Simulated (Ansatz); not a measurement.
# MnO: the cost of one run

Program: Ansatz 0.2.0. Level of theory: DFT PBE, scalar-relativistic. These are calculated values, not measurements.

## Step 1: The structure to begin with

The structure is hexagonal, space group P6_3mc (No. 186). Conventional cell: a = 3.372 Å, b = 3.372 Å, c = 5.386 Å, α = 90.00°, β = 90.00°, γ = 120.00°. Around Mn (site symmetry 3m) lie 4 O at 1.96 to 2.08 Å. Around O (site symmetry 3m) lie 4 Mn at 1.96 to 2.08 Å.

As a file:

```cif
data_structure
_symmetry_space_group_name_H-M 'P 1'
_symmetry_Int_Tables_number 1
_cell_length_a 3.3717
_cell_length_b 3.3717
_cell_length_c 5.3855
_cell_angle_alpha 90.000
_cell_angle_beta 90.000
_cell_angle_gamma 120.000
_cell_volume 53.02
loop_
_atom_site_label
_atom_site_type_symbol
_atom_site_fract_x
_atom_site_fract_y
_atom_site_fract_z
_atom_site_occupancy
Mn1 Mn 0.33333 0.66667 0.01096 1
Mn2 Mn 0.66667 0.33333 0.51096 1
O1 O 0.33333 0.66667 0.37547 1
O2 O 0.66667 0.33333 0.87547 1
```

Atoms are numbered in the order of the input: Mn1, Mn2, O3, O4.

## Step 2: Volume × 0.94, LAPW

The input, input.yaml:

```yaml
crystal:
  lattice:
    - [3.3028713931, 0.0, 0.0]
    - [-1.6514356965, 2.8603705318, 0.0]
    - [0.0, 0.0, 5.2755609885]
  atoms:
    - { symbol: Mn, position: [0.3333333333, 0.6666666667, 0.01096], spin: 4.0 }
    - { symbol: Mn, position: [0.6666666667, 0.3333333333, 0.51096], spin: 4.0 }
    - { symbol: O, position: [0.3333333333, 0.6666666667, 0.37547] }
    - { symbol: O, position: [0.6666666667, 0.3333333333, 0.87547] }
magnetization:
  spin_polarized: true
kpoints:
  mp_grid: { grid: [14, 14, 8] }
  band_path:
    path:
      - [0.0, 0.0, 0.0]
      - [0.5, 0.0, 0.0]
      - [0.3333333333, 0.3333333333, 0.0]
      - [0.0, 0.0, 0.0]
      - [0.0, 0.0, 0.5]
      - [0.5, 0.0, 0.5]
      - [0.3333333333, 0.3333333333, 0.5]
      - [0.0, 0.0, 0.5]
      - [0.5, 0.0, 0.5]
    npoints: 5
scf:
  occupations: { method: fermi_dirac, width: 0.05 }
hamiltonian:
  xc: pbe
  pseudopotentials: { kind: all_electron, lapw: { basis_error: 0.0005 } }
output:
  forces: true
  stress: true
  eigenvalues: true
```

Run with:

```sh
$ ansatz run input.yaml --threads 1 --pin off --max-ram 6144MiB --backend cpu --events-out ev --progress --plain --runs-dir out
```

**Question.** How long does this run take on 1 thread of Intel Xeon Platinum 8488C (Sapphire Rapids), shared host, and how much memory does it need?

About 6.5 min, with a peak of 1.3 GiB.
